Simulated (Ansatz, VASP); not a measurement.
This is a calculation of ZnS (Wurtzite-2H) for Ansatz 0.2.0.

Contents of input.yaml:

```yaml
crystal:
  lattice:
    - [3.8362391461, 0.0, 0.0]
    - [-1.9181195731, 3.3222805555, 0.0]
    - [0.0, 0.0, 6.2752859714]
  atoms:
    - { symbol: Zn, position: [0.6666666667, 0.3333333333, 0.5] }
    - { symbol: Zn, position: [0.3333333333, 0.6666666667, 0.0] }
    - { symbol: S, position: [0.6666666667, 0.3333333333, 0.885] }
    - { symbol: S, position: [0.3333333333, 0.6666666667, 0.385] }
hamiltonian:
  xc: blyp
  pseudopotentials: { kind: paw }
  dispersion: d3bj
kpoints:
  mp_grid: { grid: [8, 8, 5] }
scf:
  occupations: { method: fermi_dirac, width: 0.05 }
output:
  forces: true
  stress: true
  eigenvalues: true
```

Potentials or basis: Ansatz PAW.

Launch:

```sh
$ ansatz run input.yaml --threads 2 --pin off --max-ram 5120MiB --backend cpu --events-out ev --progress --plain --runs-dir out
```

Q: Translate it to VASP 6.6.1. Potentials there: VASP PAW PBE potentials, release 64 (Zn, S).

A: As run (the cutoff follows the program's own potentials):

INCAR

```
SYSTEM = ZnS
PREC = Accurate
ENCUT = 520
EDIFF = 1E-7
ISMEAR = -1
SIGMA = 0.05
LREAL = .FALSE.
LASPH = .TRUE.
NELM = 80
ALGO = Normal
ISIF = 2
LWAVE = .FALSE.
LCHARG = .TRUE.
GGA = B5
ALDAX = 1.0
AGGAX = 1.0
AGGAC = 1.0
ALDAC = 0.0
IVDW = 12
VDW_S6 = 1.0
VDW_S8 = 2.6996
VDW_A1 = 0.4298
VDW_A2 = 4.2359
LELF = .TRUE.
LVHAR = .TRUE.
NBANDS = 26
```

KPOINTS

```
regular mesh
0
G
  8 8 5
  0 0 0
```

POSCAR

```
ZnS
1.0
    3.8362391461      0.0000000000      0.0000000000
   -1.9181195731      3.3222805555      0.0000000000
    0.0000000000      0.0000000000      6.2752859714
Zn S
2 2
Direct
    0.6666666667      0.3333333333      0.5000000000
    0.3333333333      0.6666666667      0.0000000000
    0.6666666667      0.3333333333      0.8850000000
    0.3333333333      0.6666666667      0.3850000000
```

Potentials or basis: VASP PAW PBE potentials, release 64 (Zn, S).

Launch:

```bash
$ cat potpaw_PBE.64/Zn/POTCAR potpaw_PBE.64/S/POTCAR > POTCAR
$ mpirun -np 1 vasp_std > vasp.out
```

Both were run:

|  | VASP | Ansatz | Ansatz less VASP |
| --- | --- | --- | --- |
| gap on the k mesh at the Fermi level (eV) | 2.16 | 2.13 | -0.032 |
| least direct gap on the mesh (eV) | 2.16 | 2.13 | -0.032 |
| pressure (GPa) | -1.3 | -1.4 | -0.12 |
| largest component of the traceless stress (GPa) | 1.11 | 1.09 | -0.019 |
| rms of the force components (eV/Å) | 0.189 | 0.186 | -0.0022 |
| dispersion energy (meV/atom) | -655.7 | -655.8 | -0.06 |

Atom by atom the forces differ by 0.002 eV/Å (rms over components).

Caveats: the PAW data sets were made with another functional, which shifts forces and pressure a little (VASP); odd divisions of the mesh miss points on the zone boundary, where band edges often lie, so the gap on the mesh can be too wide (Ansatz); the PAW data sets come from PBE, with cores solved anew for the run's functional, which leaves a small shift of forces and pressure (Ansatz).
